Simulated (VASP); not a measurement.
# Ta (P6_3/mmc) in VASP: a series of runs

One crystal, Ta, is run at these levels: PBEsol; tasks: single point, relaxation of cell and atoms.

Program: VASP 6.6.1. These are calculated values, not measurements. Logs are shortened: lines on timing, memory, paths and dates and some standing lists are left out, and cuts for length are marked.

**1. The structure**

The structure is hexagonal, space group P6_3/mmc (No. 194). Conventional cell: a = 4.576 Å, b = 4.576 Å, c = 4.717 Å, α = 90.00°, β = 90.00°, γ = 120.00°. Ta (site symmetry -6m2) is surrounded by 5 Ta at 2.36 to 2.64 Å. Around Ta (site symmetry -6m2) lie 3 Ta at 2.64 Å.

The cell was built by a generator and needn't be a form met in nature.

**2. Single point, PBEsol**

INCAR

```
ALGO = Normal
EDIFF = 1E-6
ENCUT = 520
GGA = PS
ISIF = 2
ISMEAR = 0
LASPH = T
LCHARG = T
LELF = T
LREAL = F
LVHAR = T
LWAVE = F
NBANDS = 30
NELM = 100
PREC = Accurate
SIGMA = 0.1
```

KPOINTS

```
k-points
0
Gamma
  6 6 2
```

POSCAR

```
Ta
1.0
    4.5763305124      0.0000000000      0.0000000000
   -2.2881652562      3.9632184799      0.0000000000
    0.0000000000      0.0000000000      4.7171784019
Ta
4
Direct
    0.0000000000      0.0000000000      0.2500000000
    0.0000000000      0.0000000000      0.7500000000
    0.3333333333      0.6666666667      0.7500000000
    0.6666666667      0.3333333333      0.2500000000
```

Potentials or basis: VASP PAW PBE potentials, release 64 (Ta_pv).

Run with:

```
> cat potpaw_PBE.64/Ta_pv/POTCAR > POTCAR
> mpirun -np 1 vasp_std > vasp.out
```

OUTCAR:

```text
EDIFF = 1E-6
   ENCUT = 520
   GGA = PS
   ISIF = 2
   ISMEAR = 0
   LASPH = T
   LREAL = F
   NELM = 100
   PREC = Accurate

 ion  position               nearest neighbor table
   1  0.000  0.000  0.250-   2 2.36   2 2.36   4 2.64   4 2.64   4 2.64   3 3.54   3 3.54   3 3.54
                             3 3.54   3 3.54   3 3.54
   2  0.000  0.000  0.750-   1 2.36   1 2.36   3 2.64   3 2.64   3 2.64   4 3.54   4 3.54   4 3.54
                             4 3.54   4 3.54   4 3.54
   3  0.333  0.667  0.750-   2 2.64   2 2.64   2 2.64   1 3.54   1 3.54   4 3.54   4 3.54   4 3.54
                             4 3.54   1 3.54   1 3.54   1 3.54   1 3.54   4 3.54   4 3.54
   4  0.667  0.333  0.250-   1 2.64   1 2.64   1 2.64   3 3.54   2 3.54   2 3.54   3 3.54   3 3.54
                             3 3.54   2 3.54   2 3.54   2 3.54   2 3.54   3 3.54   3 3.54

  LATTYP: Found a hexagonal cell.
 ALAT       =     4.5763305124
 C/A-ratio  =     1.0307774732

  Lattice vectors:

 A1 = (   4.5763305124,   0.0000000000,   0.0000000000)
 A2 = (  -2.2881652562,   3.9632184799,   0.0000000000)
 A3 = (   0.0000000000,   0.0000000000,   4.7171784019)

Analysis of symmetry for initial positions (statically):
=====================================================================
 Subroutine PRICEL returns:
 Original cell was already a primitive cell.

 Routine SETGRP: Setting up the symmetry group for a
 hexagonal supercell.

 Subroutine GETGRP returns: Found 24 space group operations
 (whereof 12 operations were pure point group operations)
 out of a pool of 24 trial point group operations.

The static configuration has the point symmetry D_3d.
 The point group associated with its full space group is D_6h.

Analysis of symmetry for dynamics (positions and initial velocities):
=====================================================================
 Subroutine PRICEL returns:
 Original cell was already a primitive cell.

 Routine SETGRP: Setting up the symmetry group for a
 hexagonal supercell.

 Subroutine GETGRP returns: Found 24 space group operations
 (whereof 12 operations were pure point group operations)
 out of a pool of 24 trial point group operations.

The dynamic configuration has the point symmetry D_3d.
 The point group associated with its full space group is D_6h.

 Subroutine INISYM returns: Found 24 space group operations
 (whereof 12 operations are pure point group operations),
 and found     1 'primitive' translations

----------------------------------------------------------------------------------------

                                     Primitive cell

  volume of cell :      85.5555

  direct lattice vectors                    reciprocal lattice vectors
     4.576330512  0.000000000  0.000000000     0.218515686  0.126160090  0.000000000
    -2.288165256  3.963218480  0.000000000     0.000000000  0.252320180  0.000000000
     0.000000000  0.000000000  4.717178402     0.000000000  0.000000000  0.211991134

  length of vectors
     4.576330512  4.576330512  4.717178402     0.252320180  0.252320180  0.211991134

  position of ions in fractional coordinates (direct lattice)
     0.000000000  0.000000000  0.250000000
     0.000000000  0.000000000  0.750000000
     0.333333333  0.666666667  0.750000000
     0.666666667  0.333333333  0.250000000

  ion indices of the primitive-cell ions
   primitive index   ion index
                 1           1
                 2           2
                 3           3
                 4           4

----------------------------------------------------------------------------------------

 KPOINTS: k-points

Automatic generation of k-mesh.
 Grid dimensions read from file:
 generate k-points for:    6    6    2

 Generating k-lattice:

  Cartesian coordinates                     Fractional coordinates (reciprocal lattice)
     0.036419281  0.021026682  0.000000000     0.166666667  0.000000000  0.000000000
     0.000000000  0.042053363  0.000000000     0.000000000  0.166666667  0.000000000
     0.000000000  0.000000000  0.105995567     0.000000000  0.000000000  0.500000000

  Length of vectors
     0.042053363  0.042053363  0.105995567

  Shift w.r.t. Gamma in fractional coordinates (k-lattice)
     0.000000000  0.000000000  0.000000000

 Subroutine IBZKPT returns following result:
 ===========================================

 Found     14 irreducible k-points:

 Following reciprocal coordinates:
            Coordinates               Weight
  0.000000  0.000000  0.000000      1.000000
  0.166667  0.000000  0.000000      6.000000
  0.333333  0.000000  0.000000      6.000000
  0.500000 -0.000000  0.000000      3.000000
  0.166667  0.166667  0.000000      6.000000
  0.333333  0.166667  0.000000     12.000000
  0.333333  0.333333  0.000000      2.000000
  0.000000  0.000000  0.500000      1.000000
  0.166667  0.000000  0.500000      6.000000
  0.333333  0.000000  0.500000      6.000000
  0.500000 -0.000000  0.500000      3.000000
  0.166667  0.166667  0.500000      6.000000
  0.333333  0.166667  0.500000     12.000000
  0.333333  0.333333  0.500000      2.000000
   k-points           NKPTS =     14   k-points in BZ     NKDIM =     14   number of bands    NBANDS=     30
   number of dos      NEDOS =    301   number of ions     NIONS =      4
   total plane-waves  NPLWV =  46656
   dimension x,y,z NGX =    36 NGY =   36 NGZ =   36
   dimension x,y,z NGXF=    72 NGYF=   72 NGZF=   72
   ions per type =               4
   NGX,Y,Z   is equivalent  to a cutoff of  13.08, 13.08, 12.69 a.u.
   NGXF,Y,Z  is equivalent  to a cutoff of  26.16, 26.16, 25.37 a.u.
 SYSTEM =  unknown system
   PREC   = accura    normal or accurate (medium, high low for compatibility)
   ISTART =      0    job   : 0-new  1-cont  2-samecut
   ICHARG =      2    charge: 1-file 2-atom 10-const
   ISPIN  =      1    spin polarized calculation?
   LNONCOLLINEAR =      F non collinear calculations
   LSORBIT =      F    spin-orbit coupling
   LASPH  =      T    aspherical Exc in radial PAW
   ENCUT  =  520.0 eV  38.22 Ry    6.18 a.u.   8.51  8.51  8.77*2*pi/ulx,y,z
   NELM   =    100;   NELMIN=  2; NELMDL= -5     # of ELM steps
   EDIFF  = 0.1E-05   stopping-criterion for ELM
   LREAL  =      F    real-space projection
   EDIFFG = 0.1E-04   stopping-criterion for IOM
   NSW    =      0    number of steps for IOM
   IBRION =     -1    ionic relax: 0-MD 1-quasi-New 2-CG
   NFREE  =      0    steps in history (QN), initial steepest desc. (CG)
   ISIF   =      2    stress and relaxation
   ISYM   =      2    0-nonsym 1-usesym 2-fastsym
   POTIM  = 0.5000    time-step for ionic-motion
   TEBEG  =    0.0;   TEEND  =   0.0 temperature during run
   PSTRESS=    0.0 pullay stress
   NELECT =      44.0000    total number of electrons
   NUPDOWN=      -1.0000    fix difference up-down
   EMIN   =  10.00;   EMAX   =-10.00  energy-range for DOS
   EFERMI =   0.00;   METHOD = LEGACY
   ISMEAR =     0;   SIGMA  =   0.10  broadening in eV -4-tet -1-fermi 0-gaus
   EFERMI_NEDOS =   21; number of points for ismear=-14 and -15
   IALGO  =     38    algorithm
   IMIX   =      4    mixing-type and parameters
     AMIX     =   0.40;   BMIX     =  1.00
     AMIX_MAG =   1.60;   BMIX_MAG =  1.00
  volume/ion in A,a.u.               =      21.39       144.34
  Fermi-wavevector in a.u.,A,eV,Ry     =   1.311625  2.478613 23.406936  1.720361
  Thomas-Fermi vector in A             =   2.442074
   LORBIT       =      0    0 simple, 1 ext, 2 COOP (PROOUT), +10 PAW based schemes
   GGA     = PS    functional components
   LHFCALC =     F    Hartree Fock is set to
   AEXX    =    0.0000 exact exchange contribution
   IVDW    =     0    specifies the selected vdW correction
   LEPSILON=     F    determine dielectric tensor
   LRPA    =     F    only Hartree local field effects (RPA)
 non-spin polarized calculation
 Gauss-broadening in eV      SIGMA  =   0.10
  energy-cutoff  :      520.00
  volume of cell :       85.56
 maximum number of plane-waves:      2346
 NGX is ok and might be reduce to    36
   NGX = 17   NGY = 17   NGZ = 17

 number of electron      44.0000002 magnetization

 Free energy of the ion-electron system (eV)
  ---------------------------------------------------
  ext. energy  EPLUGINS =         0.00000000
  ---------------------------------------------------
  free energy    TOTEN  =       -43.13265499 eV

  energy without entropy =      -43.11143106  energy(sigma->0) =      -43.12204303

 E-fermi :   4.1542     XC(G=0): -11.6483

 val. band max:        4.1149876794   @ k =   0.3333   0.0000   0.0000
 cond. band min:       4.1837661336   @ k =   0.3333   0.3333   0.5000
 fundamental gap:      0.0687784542
 Fermi energy:         4.1542283828

 k-point     1 :       0.0000    0.0000    0.0000
  band No.  band energies     occupation
      1     -32.0134      2.00000
      2     -30.5604      2.00000
      3     -30.5492      2.00000
      4     -30.5492      2.00000
      5     -30.4850      2.00000
      6     -30.4493      2.00000
[... 22 lines left out ...]
     29       6.4668      0.00000
     30       7.3057      0.00000

 k-point     2 :       0.1667    0.0000    0.0000
  band No.  band energies     occupation
      1     -32.0088      2.00000
      2     -30.5889      2.00000
      3     -30.5599      2.00000
      4     -30.5259      2.00000
      5     -30.4904      2.00000
      6     -30.4417      2.00000
[... 22 lines left out ...]
     29       7.3988      0.00000
     30       7.7315      0.00000

 k-point     3 :       0.3333    0.0000    0.0000
  band No.  band energies     occupation
      1     -31.9997      2.00000
      2     -30.6494      2.00000
      3     -30.5560      2.00000
      4     -30.5039      2.00000
      5     -30.4433      2.00000
      6     -30.4388      2.00000
[... 352 lines left out ...]
     29       7.4659      0.00000
     30       7.4659      0.00000

 k-point    14 :       0.3333    0.3333    0.5000
  band No.  band energies     occupation
      1     -30.6377      2.00000
      2     -30.6377      2.00000
      3     -30.4893      2.00000
      4     -30.4893      2.00000
      5     -30.2989      2.00000
      6     -30.2989      2.00000
[... 22 lines left out ...]
     29       7.8114      0.00000
     30       7.8246      0.00000

------------------------ aborting loop because EDIFF is reached ----------------------------------------

  FORCE on cell =-STRESS in cart. coord.  units (eV):
  Direction    XX          YY          ZZ          XY          YZ          ZX
  --------------------------------------------------------------------------------------
  -------------------------------------------------------------------------------------
  Total        0.0068387      0.0068387      0.5050606     -0.0000000      0.0000000      0.0000000
  in kB        0.1280676      0.1280676      9.4581543     -0.0000000      0.0000000      0.0000000
  external PRESSURE =       3.2380965 kB  Pullay stress =       0.0000000 kB

 VOLUME and BASIS-vectors are now :
 -----------------------------------------------------------------------------
  energy-cutoff  :      520.00
  volume of cell :       85.56
      direct lattice vectors                 reciprocal lattice vectors
     4.576330512  0.000000000  0.000000000     0.218515686  0.126160090  0.000000000
    -2.288165256  3.963218480  0.000000000     0.000000000  0.252320180  0.000000000
     0.000000000  0.000000000  4.717178402     0.000000000  0.000000000  0.211991134

 POSITION                                       TOTAL-FORCE (eV/Angst)
 -----------------------------------------------------------------------------------
      0.00000      0.00000      1.17929        -0.000000      0.000000      0.000000
      0.00000      0.00000      3.53788        -0.000000      0.000000      0.000000
     -0.00000      2.64215      3.53788         0.000000     -0.000000      0.000000
      2.28817      1.32107      1.17929        -0.000000      0.000000     -0.000000
 -----------------------------------------------------------------------------------
    total drift:                               -0.000000      0.000000     -0.000000

  FREE ENERGIE OF THE ION-ELECTRON SYSTEM (eV)
  ---------------------------------------------------
  free  energy   TOTEN  =       -43.1326549944 eV

  energy  without entropy=      -43.1114310621  energy(sigma->0) =      -43.12204303
```

It took 16 s on 1 thread of Intel Xeon 6975P-C (Granite Rapids), shared host; peak memory 0.2 GiB.

Results:

* Free energy: -43.1327 eV
* Pressure: 0.3 GPa
* Band gap on the k mesh: none (metal or under the smearing width)

Caveat: the k mesh is coarse (spacing up to 0.67 Å⁻¹), so the values aren't converged; the PAW data sets were made with another functional, which shifts forces and pressure a little.

(Continued in part 2 of 2.)
